## From bonds to atoms

Diamond is held together by electron pairs between neighbouring carbon atoms, so its Wannier functions, the localised orbitals rebuilt from the bands of the crystal, ought to sit in the middle of the bonds. The eight functions below do not. Their centres, written as fractions of the three cell edges, fall on two points only, with four functions on each.

Wannier functions of diamond (two-atom cell), computed with GPAW 26.7.0 and Wannier90 3.1.0 using the PBEsol functional, PAW data sets and plane waves up to 800 eV, without spin polarisation. The k mesh is 13×13×13 for the DFT ground state and 4×4×4 for the Wannier functions, whose spread was not iteratively minimised.

| row | function a (fractional) | function b (fractional) | function c (fractional) | function spread (angstrom^2) |
| --- | --- | --- | --- | --- |
| 1 | 0.250 | 0.250 | 0.250 | 0.56900 |
| 2 | 0.250 | 0.250 | 0.250 | 0.56600 |
| 3 | 0.250 | 0.250 | 0.250 | 0.56600 |
| 4 | 0.250 | 0.250 | 0.250 | 0.56600 |
| 5 | 0.000 | 0.000 | 0.000 | 0.56900 |
| 6 | 0.000 | 0.000 | 0.000 | 0.56600 |
| 7 | 0.000 | 0.000 | 0.000 | 0.56600 |
| 8 | 0.000 | 0.000 | 0.000 | 0.56600 |

The distance between the two points tells what they are. The cell edges are 2.522 Å long and meet at 60°, so the full diagonal of the cell measures $\sqrt{6}$ edges, and a quarter of it is $\sqrt{6}\times 2.522/4 = 1.544$ Å. That is the carbon–carbon bond length. Neighbouring bond centres would be only half an edge, 1.26 Å, apart. The points thus fit the two atoms of the cell and not the middles of bonds.

## Why the bonds have not vanished

The explanation begins with a count. The cell holds eight valence electrons, which fill four bands, and it has four bonds. Four functions made from the filled bands alone, and localised as far as possible, are the familiar bond orbitals; this is a standard result for diamond. Eight functions need four more dimensions, and these come from the empty bands, the lowest of which are largely antibonding.

Once both kinds are present, they can be mixed. Take a bonding orbital, in which two neighbouring atoms contribute with the same sign, and its antibonding partner, in which the signs are opposite. Their sum is concentrated on one atom and their difference on the other. Done for all the bonds, this gives each atom four hybrids, and these can be mixed once more into one s and three p orbitals. The set of eight can therefore be written as atomic orbitals, although the electrons still occupy the bonding combinations.

The energies of the functions in the same calculation show which atomic orbitals these are. On each atom one function lies at 8.2 eV and three lie together at 15.5 eV. This is the pattern of one s-like and three p-like orbitals; four equivalent sp³ hybrids would share a single energy. The functions were projected from the bands and their spread was not minimised afterwards, so they keep the character of the trial orbitals used for the projection. The same eight dimensions could also be written as bonding and antibonding functions centred on the bonds. Atomic centres are thus a choice of description, not a property of diamond.

## A rule for the centre

The centre of a function is the average position of its density. An s orbital is round, and a p orbital has two equal lobes on opposite sides of the nucleus. In both cases every bit of density on one side is balanced by an equal bit on the other, so the average falls on the nucleus. An sp³ hybrid has one large lobe and one small one, and its centre is pulled towards a neighbour.

In a crystal each function also has small tails on the surrounding atoms. For the s-like function the four neighbours of the tetrahedron pull equally and cancel. For the p-like functions symmetry guarantees this only if the lobes point along the cube axes, but the table shows no shift in any of them to three decimals.

The rule is then short: find the character of the function first, and its centre follows. Pure s or p character puts it on the atom, a hybrid puts it off the atom towards a neighbour, and a bond orbital between two equivalent atoms puts it halfway.

## A rule for the spread

The function spread is the mean square distance of the density from its own centre. For an atomic orbital it measures how firmly the nucleus holds the electron. The inner electrons screen the nucleus well and the electrons of the same shell screen it poorly, so a valence electron feels an effective charge $Z_\mathrm{eff}$ well below the full nuclear charge. The larger this charge, the tighter the orbital.

Slater's screening rules turn this picture into a number. For carbon, two inner electrons screen by 0.85 each and three other valence electrons by 0.35 each:

$$Z_\mathrm{eff} = 6 - 2(0.85) - 3(0.35) = 3.25$$

The rules give 2s and 2p the same radial part, $r\,e^{-Z_\mathrm{eff}r/2}$, with $r$ in bohr. Squaring it and weighting with the volume of the shell at $r$ gives the mean square radius

$$\langle r^2\rangle = \frac{\int_0^\infty r^6 e^{-Z_\mathrm{eff}r}\,dr}{\int_0^\infty r^4 e^{-Z_\mathrm{eff}r}\,dr} = \frac{6!}{4!\,Z_\mathrm{eff}^2} = \frac{30}{Z_\mathrm{eff}^2}\ \text{bohr}^2$$

The only input is the effective charge, and it comes from the atom, not from the table.

## Two rows worked by hand

**Row 1** is an s-like function. Its centre should be its atom, at (0.250, 0.250, 0.250), and it is. Its spread should be $30/3.25^2 = 2.84$ bohr². One bohr² is 0.280 Å², so the estimate is 0.80 Å², against a computed 0.569 Å².

**Row 6** is a p-like function on the other atom. Its centre should be the origin, and it is. Because the radial part is the same, the estimated spread is again 0.80 Å², against a computed 0.566 Å².

The rule thus gives s-like and p-like functions the same width, and the computed spreads differ by only half a per cent. It puts the width itself too high, by about 40 % of the computed spread in every row. Expressed as a radius, the square root of the spread, the error is milder: 0.89 Å instead of 0.75 Å, or 18 % too large. This is good enough for the rough size of an atomic function, but not to replace the calculation. To tell an atomic function from a bond orbital, look at the centre, not at the spread.

## Where the excess comes from

Part of the disagreement lies in how the spread is computed. In a crystal it is obtained from the overlaps between states at neighbouring points of a mesh in reciprocal space, here 4×4×4 for the Wannier functions. The wider a function, the faster these overlaps fall from one mesh point to the next. With a finite step the formula misses some of this fall and reports too small a spread.

The size of the effect can be estimated by giving the density a Gaussian shape. If $\Omega$ is the true spread and $b$ the mesh step, the formula returns

$$\Omega_\mathrm{mesh} = \frac{3}{b^2}\left(1-e^{-b^2\Omega/3}\right)$$

With $b\approx 0.76$ Å⁻¹, Slater's 0.80 Å² becomes about 0.74 Å². The estimate is still some 30 % above the computed spreads, so the mesh accounts for only a modest part of the excess.

The remainder may mean that carbon orbitals contract when they form bonds. It may also reflect which empty states were mixed in to make up the eight functions. These are guesses, since the table holds only one crystal and one choice of bands.

The mesh effect also limits what can be read from the small difference between s-like and p-like functions. A correction of several per cent need not be the same for both, and the difference is only half a per cent. It is safest to treat the two spreads as equal.

## A shorter yardstick

There is a quicker estimate that uses only the structure: take half the bond length as the radius of the function. For diamond this is 0.772 Å, and its square is 0.596 Å². That is about 5 % above the computed spread in every row, much closer than Slater's estimate.

The closeness deserves caution. The remaining gap is no larger than the mesh effect estimated above, so its size means little. Half a bond is a natural length for an orbital that shares the space between two atoms equally, but no derivation makes it equal to the root of the spread. The eight rows contain just two different spreads, and these are nearly the same. The agreement is in effect a single coincidence of lengths, which could be accidental.

## Using the rules on another case

The order of the steps matters more than the numbers. First compare the number of functions with the number of filled bands. If they are equal, the functions can be made from the filled bands alone, and in a covalent crystal like diamond the most localised ones then sit on the bonds. If there are enough extra functions to give every atom its full set of s and p orbitals, atomic centres become possible. Where the hybrids of an atom would all be equivalent, as in diamond, the energies then show whether the functions are pure orbitals or hybrids.

Only then is the spread worth estimating. Slater's estimate applies to functions of s or p character on one atom. Within a shell it carries the right trend from element to element: a higher effective charge gives a tighter orbital. It does not apply to a bond orbital, whose density is shared between two nuclei and whose spread depends on their distance as well.
